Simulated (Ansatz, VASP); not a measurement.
BN: programs and potentials compared

The starting cell:

```
N B
1.0
     0.00000    1.81300    1.81300
     1.81300    0.00000    1.81300
     1.81300    1.81300    0.00000
N B
1 1
Direct
  0.25000 0.25000 0.25000
  0.00000 0.00000 0.00000
```

The cell is a database's computed one, not the measured one.

Alike in all runs: task relaxation of cell and atoms; functional RPBE; k mesh 13 × 13 × 13; occupations fermi-dirac, width 0.05 eV; no spin polarisation; no spin-orbit coupling.

```
                        program and potentials  plane-wave cutoff (eV)                                                 notes  equilibrium volume (Å³/atom)
                            Ansatz, Ansatz PAW                     420  potentials made for PBE, which Ansatz adapts in part                          6.05
Ansatz, all-electron LAPW, scalar-relativistic                       -                                                     -                          6.05
              VASP, PBE PAW files B, N, 600 eV                     600                               potentials made for PBE                          6.05
```

All agree on the equilibrium volume. Some sets were made for another functional than the one run, which can shift their rows. Relaxations stop with a little pressure left, so the last digit of a volume isn't settled.

Differences between rows come from potentials, basis sets and numerical settings, since the functional is the same but for its coding. Runs on potential files found faulty are left out.
